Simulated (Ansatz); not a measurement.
Relaxed (012) slab cut from LiNbO₃ (space group R3c (No. 161)); the slab's formula is LiNbO3, its outer planes O (top) and Li (bottom):

```yaml
crystal:
  lattice:
    - [5.13456, 0.00000, 0.00000]
    - [0.00000, 5.47956, 0.00000]
    - [0.00000, 0.00000, 25.22339]
  atoms:
    - { symbol: Li, position: [0.56138, 0.92957, 0.30522] }
    - { symbol: Li, position: [0.93862, 0.42957, 0.30522] }
    - { symbol: O, position: [0.61735, 0.58565, 0.30970] }
    - { symbol: O, position: [0.88265, 0.08565, 0.30970] }
    - { symbol: O, position: [0.17213, 0.40432, 0.36643] }
    - { symbol: O, position: [0.32787, 0.90432, 0.36643] }
    - { symbol: Nb, position: [0.49856, 0.55798, 0.37767] }
    - { symbol: Nb, position: [0.00144, 0.05798, 0.37767] }
    - { symbol: O, position: [0.69606, 0.29414, 0.40427] }
    - { symbol: O, position: [0.80394, 0.79414, 0.40427] }
    - { symbol: Li, position: [0.99374, 0.52184, 0.44250] }
    - { symbol: Li, position: [0.50626, 0.02184, 0.44250] }
    - { symbol: O, position: [0.13016, 0.13849, 0.45838] }
    - { symbol: O, position: [0.36984, 0.63849, 0.45838] }
    - { symbol: O, position: [0.68366, 0.96520, 0.51603] }
    - { symbol: O, position: [0.81634, 0.46520, 0.51603] }
    - { symbol: Nb, position: [0.00234, 0.12997, 0.52692] }
    - { symbol: Nb, position: [0.49766, 0.62997, 0.52692] }
    - { symbol: O, position: [0.20182, 0.86715, 0.55483] }
    - { symbol: O, position: [0.29818, 0.36715, 0.55483] }
    - { symbol: Li, position: [0.48116, 0.09461, 0.59509] }
    - { symbol: Li, position: [0.01884, 0.59461, 0.59509] }
    - { symbol: O, position: [0.63582, 0.70089, 0.60736] }
    - { symbol: O, position: [0.86418, 0.20089, 0.60736] }
    - { symbol: O, position: [0.21751, 0.49518, 0.67137] }
    - { symbol: O, position: [0.28249, 0.99518, 0.67137] }
    - { symbol: Nb, position: [0.52315, 0.69499, 0.67622] }
    - { symbol: Nb, position: [0.97685, 0.19499, 0.67622] }
    - { symbol: O, position: [0.73032, 0.44680, 0.70571] }
    - { symbol: O, position: [0.76968, 0.94680, 0.70571] }
```

These are results of DFT PBEsol, scalar-relativistic, plane waves, PAW (Ansatz 0.2.0), not measurements. Cutoff 420 eV; k points 5×5×1 on the computed 30-atom cell (Γ-centred); Gaussian smearing, width 0.05 eV; no spin polarisation. The cell repeats along c with a dipole correction in the vacuum.

The potential is the smooth part; its values at the atoms depend on the PAW datasets.

**Question.** How does the plane-averaged electrostatic potential energy of an electron run along c, counted from the top of the valence band?

**Answer.** (z (Å), V (eV)): (2.80, 4.75), (3.08, 4.75), (3.36, 4.75), (3.64, 4.75), (3.92, 4.75), (4.20, 4.75), (4.48, 4.75), (4.76, 4.74), (5.04, 4.74), (5.32, 4.74), (5.61, 4.73), (5.89, 4.71), (6.17, 4.66), (6.45, 4.55), (6.73, 4.27), (7.01, 3.59), (7.29, 0.90), (7.57, -2.28), (7.85, -3.09), (8.13, -1.06), (8.41, 1.18), (8.69, -1.19), (8.97, -7.36), (9.25, -12.41), (9.53, -13.49), (9.81, -11.83), (10.09, -8.43), (10.37, -4.27), (10.65, -1.05), (10.93, 0.04), (11.21, -1.78), (11.49, -2.16), (11.77, -0.46), (12.05, 1.47), (12.33, 1.17), (12.61, -4.36), (12.89, -10.57), (13.17, -13.53), (13.45, -12.81), (13.73, -9.78), (14.01, -6.15), (14.29, -2.21), (14.57, 0.09), (14.85, -1.11), (15.13, -2.72), (15.41, -2.00), (15.69, 0.39), (15.97, 1.85), (16.26, -0.55), (16.54, -6.82), (16.82, -12.18), (17.10, -13.41), (17.38, -11.35), (17.66, -6.80), (17.94, -2.49), (18.22, 1.49), (18.50, 4.66), (18.78, 5.66), (19.06, 6.03), (19.34, 6.16), (19.62, 6.22), (19.90, 6.24), (20.18, 6.25), (20.46, 6.25), (20.74, 6.25), (21.02, 6.25), (21.30, 6.25), (21.58, 6.25), (21.86, 6.25), (22.14, 6.25), (22.42, 6.25), (22.70, 6.25)

The vacuum level lies 6.25 eV (top face) and 4.75 eV (bottom face) above the top of the valence band.

Cost: 1 run of about 38 core-minutes, on Intel Xeon Processor @ 2.50GHz (Skylake/Cascade Lake) (shared hosts).